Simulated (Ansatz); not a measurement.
I need a charge-density difference against the sublattices of ZrH, space group I-4m2. Use the Python package of Ansatz (0.2.0). Settings (first run): PBEsol, PAW, cutoff 460 eV, 12×12×12 k-points, Fermi-Dirac smearing of 0.05 eV.

```xyz
2
Lattice="-1.6439 1.6439 2.5044 1.6439 -1.6439 2.5044 1.6439 1.6439 -2.5044" Properties=species:S:1:pos:R:3 pbc="T T T"
Zr    0.0000    0.0000    0.0000
H     0.0000    1.6439    1.2522
```

Script `run_drho.py`:
```python
"""Density of ZrH less that of its sublattices."""

import ansatz as az
import numpy as np

vectors0 = np.array([
    [-1.643908, 1.643908, 2.504399],
    [1.643908, -1.643908, 2.504399],
    [1.643908, 1.643908, -2.504399],
])
sites = [
    ("Zr", [0.0, 0.0, 0.0]),
    ("H", [0.75, 0.25, 0.5]),
]


def build(cell):
    crystal = az.Crystal(lattice=az.Lattice.of(cell))
    for symbol, position in sites:
        crystal = crystal.atom(symbol, position)
    return crystal


def main() -> None:
    # one cutoff and one grid for all runs, so that the fields can be subtracted
    def solve(crystal):
        return (
            crystal.calculation()
            .functional("pbesol")
            .occupations(az.OccupationsMethod.FERMI_DIRAC, width=50 * az.meV)
            .basis(460, grid_basis="typed")
            .kpoints(12, 12, 12)  # sampling of the Brillouin zone
            .density()  # keep the density on its grid
            .run(threads=1)
        )


    whole = solve(build(vectors0))
    difference = whole.density().channels[0].density_e_per_ang3.copy()
    binding = whole.report["free_energy_ev"]
    for element in ["Zr", "H"]:
        part = az.Crystal(lattice=az.Lattice.of(vectors0))
        for symbol, position in sites:
            if symbol == element:
                part = part.atom(symbol, position)
        alone = solve(part)
        difference -= alone.density().channels[0].density_e_per_ang3
        binding -= alone.report["free_energy_ev"]
        print(f"{element} sublattice: {alone.report['n_electrons']:g} electrons, {alone.report['n_iterations']} iterations")

    voxel = abs(np.linalg.det(vectors0)) / difference.size
    print(f"energy of the crystal less its unpolarised sublattices: {binding / len(sites):.4f} eV/atom")
    print(f"net charge of the difference {difference.sum() * voxel:.5f} e, charge rearranged {0.5 * np.abs(difference).sum() * voxel:.3f} e")
    print(f"extremes {difference.min():.4f} and {difference.max():.4f} e/A^3")
    for (symbol, position) in sites:
        index = tuple(int(round(p * n)) % n for p, n in zip(position, difference.shape))
        print(f"  change of the pseudo-density at the grid point nearest {symbol}: {difference[index]:+.4f} e/A^3")
    profile = difference.mean(axis=(0, 1))
    print("planar mean along the third vector:", np.round(profile[:: max(len(profile) // 12, 1)], 4))


if __name__ == "__main__":
    main()
```

```console
$ python run_drho.py
Zr sublattice: 12 electrons, 6 iterations
H sublattice: 1 electrons, 6 iterations
energy of the crystal less its unpolarised sublattices: -1.9643 eV/atom
net charge of the difference -0.00000 e, charge rearranged 0.229 e
extremes -0.0434 and 0.6314 e/A^3
  change of the pseudo-density at the grid point nearest Zr: -0.0403 e/A^3
  change of the pseudo-density at the grid point nearest H: +0.6314 e/A^3
planar mean along the third vector: [-0.0115 -0.0113 -0.0094 -0.004   0.0049  0.0151  0.0209  0.0151  0.0049
 -0.004  -0.0094 -0.0113]
```

Notes:
- The fields are valence quantities on the plane-wave grid; their values near the nuclei depend on the potentials.
- The structure comes from a database of computed cells and needn't be a stable or known phase.
- Charge moved counts every rearrangement, bonding and polarisation too, and is no transfer between atoms; the bare sublattices are artificial references. Values near the nuclei depend on the potentials.
- Hardware and time: 8.2 s on 1 thread of Arm Neoverse V1, on a shared host, peak memory 0.41 GiB.
